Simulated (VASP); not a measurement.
Here is a VASP 6.6.1 calculation.

INCAR

```
PREC = Accurate ; ENCUT = 520
EDIFF = 1E-7 ; ISMEAR = 0
SIGMA = 0.1 ; LREAL = False
LASPH = True ; NELM = 120
ALGO = Normal ; ISIF = 3
LWAVE = False ; LCHARG = False
ISPIN = 2 ; MAGMOM = 3 0
LORBIT = 11 ; LMAXMIX = 4
GGA = PE ; IBRION = 2
NSW = 60 ; EDIFFG = -0.005
POTIM = 0.3
```

KPOINTS

```
Automatic mesh
0
Gamma
  11 11 11
```

File POSCAR:

```
FeO                                     
1.0
    1.5221832250      0.8788328992      2.4919677359
   -1.5221832250      0.8788328992      2.4919677359
    0.0000000000     -1.7576657885      2.4919677359
  Fe              O             
     1     1
Direct
     1.0000000000000000    1.0000000000000000    0.0000000000000000
     0.5000000000000000    0.5000000000000000    0.5000000000000000
```

Potentials or basis: VASP PAW PBE potentials, release 64 (Fe, O).

The run is started by

```bash
$ cat potpaw_PBE.64/Fe/POTCAR potpaw_PBE.64/O/POTCAR > POTCAR
$ mpirun -np 1 vasp_std > vasp.out
```

**Question.** Estimate the site moments.

**Answer.** Fe +3.62; O +0.30 μB.

**Question.** What does it give for the band gap on the k mesh?

**Answer.** None (metal or under the smearing width).

**Question.** Predict the net moment.

**Answer.** 4.00 μB per cell.

**Question.** Estimate the relaxed volume.

**Answer.** 10.01 Å³/atom.

Final structure:
```yaml
crystal:
  lattice:
    - [1.52334, 0.87950, 2.48992]
    - [-1.52334, 0.87950, 2.48992]
    - [0.00000, -1.75901, 2.48992]
  atoms:
    - { symbol: Fe, position: [0.00000, 0.00000, 0.00000] }
    - { symbol: O, position: [0.50000, 0.50000, 0.50000] }
```

Caveat: a cell with one magnetic atom can't hold antiferromagnetic order, which such compounds often take; semilocal functionals often make such compounds metallic where correlation or magnetic order opens a gap, which also shifts bond lengths. With open d or f shells a metallic result of PBE can be an artefact of self-interaction; +U or a hybrid may open a gap.
